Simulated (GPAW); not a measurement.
# Worked example: self-consistent single point of ZnTe (F-43m, 2 atoms in the cell) in GPAW

Method of the run: PBE, GPAW PAW datasets PBE (gpaw-data 1.0.1) (plane waves; GPAW).

Input:

```python
from ase import Atoms
from ase.units import GPa
from gpaw import GPAW

atoms = Atoms(['Zn', 'Te'],
              cell=[[0.000000, 3.040850, 3.040850],
                    [3.040850, 0.000000, 3.040850],
                    [3.040850, 3.040850, 0.000000]],
              scaled_positions=[[0.000000, 0.000000, 0.000000],
                                [0.250000, 0.250000, 0.250000]],
              pbc=True)

calc = GPAW(mode={'name': 'pw', 'ecut': 800},
            xc='PBE',
            kpts=(5, 5, 5),
            occupations={'name': 'fermi-dirac', 'width': 0.05},
            nbands=-6,
            convergence={'bands': -4},
            symmetry={'symmorphic': False, 'tolerance': 0.0005},
            maxiter=120)

atoms.calc = calc

energy = atoms.get_potential_energy()
print('Energy (eV):', round(energy, 6))
forces = atoms.get_forces()
print('Forces (eV/Ang):')
print(forces.round(5))
stress = atoms.get_stress()
print('Stress (GPa, Voigt):', (stress / GPa).round(4))
```

Log, with long lists cut:

```
Input parameters:
  convergence: {bands: -4}
  kpts: [5 5 5]
  maxiter: 120
  mode: {ecut: 800,
         name: pw}
  nbands: -6
  occupations: {name: fermi-dirac,
                width: 0.05}
  symmetry: {symmorphic: False,
             tolerance: 0.0005}
  xc: PBE

species:
  Zn:
    name: Zinc
    Z: 30.0
    valence: 12
    core: 18
    charge: 0.0
    file: Zn.PBE.gz

    # Using partial waves for Zn as LCAO basis

  Te:
    name: Tellurium
    Z: 52.0
    valence: 6
    core: 46
    charge: 0.0
    file: Te.PBE.gz

    # Using partial waves for Te as LCAO basis

Reference energy: -233652.010087  # eV

Spin-paired calculation

Convergence criteria:
 Maximum [total energy] change in last 3 cyles: 0.0005 eV / valence electron
 Maximum integral of absolute [dens]ity change: 0.0001 electrons / valence electron
 Maximum integral of absolute [eigenst]ate change: 4e-08 eV^2 / valence electron
 Maximum number of scf [iter]ations: 120

Symmetries present (total): 24
Symmetries with fractional translations: 0
125 k-points: 5 x 5 x 5 Monkhorst-Pack grid
10 k-points in the irreducible part of the Brillouin zone
       k-points in crystal coordinates                weights
   0:     0.00000000    0.00000000    0.00000000          1/125
   1:     0.20000000    0.20000000    0.00000000          6/125
   2:     0.20000000    0.20000000    0.20000000          8/125
   [... 7 lines left out ...]

Wave functions: Plane wave expansion
  Cutoff energy: 800.000 eV
  Number of coefficients (min, max): 2869, 2900
  Pulay-stress correction: 0.000000 eV/Ang^3 (de/decut=0.000000)

Occupation numbers: Fermi-Dirac:
  width: 0.0500  # eV

Eigensolver

Densities:
  Coarse grid: 30*30*30 grid
  Fine grid: 60*60*60 grid
  Total Charge: 0.000000

Density mixing:
  Method: separate
  Backend: pulay
  Linear mixing parameter: 0.05
  old densities: 5
  Damping of long wavelength oscillations: 50

Hamiltonian:
  XC and Coulomb potentials evaluated on a 60*60*60 grid
  External potential:
    NoExternalPotential

XC parameters: PBE with 2 nearest neighbor stencil

Number of atoms: 2
Number of atomic orbitals: 13
Number of bands in calculation: 15
Number of valence electrons: 18
Bands to converge: 11

Density initialized from atomic densities
  13 bands from LCAO basis set
  2 bands from random numbers

Atomic positions and initial magnetic moments

Positions:
   0 Zn     0.000000    0.000000    0.000000    ( 0.0000,  0.0000,  0.0000)
   1 Te     1.520425    1.520425    1.520425    ( 0.0000,  0.0000,  0.0000)

Unit cell:
           periodic     x           y           z      points  spacing
  1. axis:    yes    0.000000    3.040850    3.040850    30     0.1170
  2. axis:    yes    3.040850    0.000000    3.040850    30     0.1170
  3. axis:    yes    3.040850    3.040850    0.000000    30     0.1170

  Lengths:   4.300411   4.300411   4.300411
  Angles:   60.000000  60.000000  60.000000

Effective grid spacing dv^(1/3) = 0.1277

     iter     time        total  log10-change:
                         energy   eigst   dens
iter:   1 --:--:--    -5.351379   +0.88
iter:   2 --:--:--    -5.391373   +0.18  -1.30
iter:   3 --:--:--    -5.299042   -0.96  -1.33
iter:   4 --:--:--    -5.356401   -1.44  -1.51
iter:   5 --:--:--    -5.305480   -1.81  -1.71
iter:   6 --:--:--    -5.313138   -2.50  -2.26
iter:   7 --:--:--    -5.359982   -2.23  -2.38
iter:   8 --:--:--    -5.302157   -1.75  -2.13
iter:   9 --:--:--    -5.304787   -2.72  -3.13
iter:  10 --:--:--    -5.303472c  -4.35  -2.86
iter:  11 --:--:--    -5.302107c  -3.30  -2.97
iter:  12 --:--:--    -5.302138c  -4.38  -3.75
iter:  13 --:--:--    -5.302124c  -5.72  -3.81
iter:  14 --:--:--    -5.302124c  -6.67  -3.92
iter:  15 --:--:--    -5.302124c  -7.28  -3.93
iter:  16 --:--:--    -5.302136c  -5.24  -3.92
iter:  17 --:--:--    -5.302127c  -6.71  -3.76
iter:  18 --:--:--    -5.302123c  -5.57  -3.96
iter:  19 --:--:--    -5.302123c  -7.16  -4.29c
iter:  20 --:--:--    -5.302123c  -7.93c -4.32c

Converged after 20 iterations.

Dipole moment: (-4.891449, -4.891449, -4.891449) |e|*Ang

Energy contributions relative to reference atoms: (reference = -233652.010087)

Kinetic:        +13.282250
Potential:      -11.440619
External:        +0.000000
XC:              -7.291455
Entropy (-ST):   -0.000000
Local:           +0.147702
SIC:             +0.000000
--------------------------
Free energy:     -5.302123
Extrapolated:    -5.302123

Showing only first 2 kpts
 Kpt  Band  Eigenvalues  Occupancy
  0     7      4.12519    2.00000
  0     8      4.12519    2.00000
  0     9      5.43265    0.00001
  0    10      8.52595    0.00000

  1     7      3.13983    2.00000
  1     8      3.13983    2.00000
  1     9      7.00430    0.00000
  1    10      7.82302    0.00000

Fermi level: 4.80646

Gap: 1.307 eV
Transition (v -> c):
  (s=0, k=0, n=8, [0.00, 0.00, 0.00]) -> (s=0, k=0, n=9, [0.00, 0.00, 0.00])
No difference between direct/indirect transitions
Energy (eV): -5.302123

Forces in eV/Ang:
  0 Zn    0.00000   -0.00000   -0.00000
  1 Te    0.00000   -0.00000   -0.00000

Stress tensor:
    -0.013614     0.000000     0.000000
     0.000000    -0.013614     0.000000
     0.000000     0.000000    -0.013614
Stress (GPa, Voigt): [-2.1813 -2.1813 -2.1813  0.      0.      0.    ]
```

The run converged in 20 iterations. GPAW prints stress with tension positive.

The starting cell has typed, rounded lattice constants, without a prior relaxation at this level. Its lattice was rescaled by up to half a per cent. Spin-orbit coupling is off.
